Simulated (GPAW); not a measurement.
Runs of GPAW 26.7.0 on ZnSe (Stilleite). The structure is cubic, space group F-43m (No. 216). Conventional cell: a = 5.668 Å, b = 5.668 Å, c = 5.668 Å, α = 90.00°, β = 90.00°, γ = 90.00°. Se (site symmetry -43m) is surrounded by 4 Zn at 2.45 Å. Around Zn (site symmetry -43m) lie 4 Se at 2.45 Å. 

```csv
task,level,potentials or basis,spin,k mesh,cutoff (eV),maxiter,band path,band points,spin axis theta (degrees),spin axis phi (degrees),mesh quality,gap on the mesh (eV),V0 of scaled cells (Å³/atom),B0 (GPa)
single point,HSE03,"GPAW PAW data sets (gpaw-data 1.2.1), pw",off,4 × 4 × 4,450,60,-,-,-,-,coarse,2.35,-,-
equation of state,revPBE+D3(BJ),"the program's PAW data sets (release 1.2.1) made for this functional, pw",off,7 × 7 × 7,600,150,-,-,-,-,not flagged,-,22.33,(a)
band structure,BP86,"PAW data sets generated in the run's folder for this functional, pw","SOC, no magnetisation",7 × 7 × 7,600,150,"GXWKGLUWLK,UX",80,90,0,not flagged,(b),-,-
equation of state,revPBE+D4,"the program's PAW data sets (release 1.2.1) made for this functional, pw",off,7 × 7 × 7,600,150,-,-,-,-,not flagged,-,22.52,64
```

Alike in all rows: cell as given; smearing fermi-dirac 0.05 eV.

Task: Fill in the values left out.

Result: (a) 66; (b) 1.11.

Caveats: some runs use coarse meshes; exact exchange converges slowly with the k mesh, and this mesh is small (some runs); the PAW data sets were made with another functional, which shifts forces and pressure a little (some runs); spin-orbit coupling was added after a scalar SCF, so levels and gaps hold it while energy, forces, pressure and moments don't (some runs); this program's spin-orbit splittings come out too wide for heavy elements (some runs).

A k mesh can miss the band edges, and rows without SOC leave out spin-orbit coupling on Se.

Runs at the PBE level aren't shown here.
